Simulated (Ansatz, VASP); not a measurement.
## Al in VASP and in Ansatz

```
CELL_PARAMETERS angstrom
0.00000 2.02398 2.02398
2.02398 0.00000 2.02398
2.02398 2.02398 0.00000
ATOMIC_POSITIONS crystal
Al 0.00000 0.00000 0.00000
```

Alike in both runs: task relaxation of cell and atoms; functional PBE; dispersion D3(BJ); k mesh 18 × 18 × 18; occupations gaussian, width 0.1 eV; no spin polarisation.

```csv
,VASP,Ansatz
version,VASP 6.6.1,Ansatz 0.2.0
potentials or method,"VASP PAW PBE potentials, release 64 (Al)","scalar-relativistic, plane waves, PAW"
plane-wave cutoff (eV),600,420
valence electrons in the cell,3,3
```

```tsv
	VASP	Ansatz	Ansatz less VASP
gap on the k mesh at the Fermi level, each at its own relaxed structure (eV)	none	none	-
relaxed volume (Å³/atom)	15.78	15.79	+0.014
relaxed cell length with the largest relative difference (Å)	2.815	2.816	+0.0008
energy change over the relaxation (meV/atom)	-10	-10	+0.2
```

A gap of «none» marks a metal or a gap that the smearing closes.

Caveats: pairwise dispersion overbinds metals, which lowers pressure and volume.
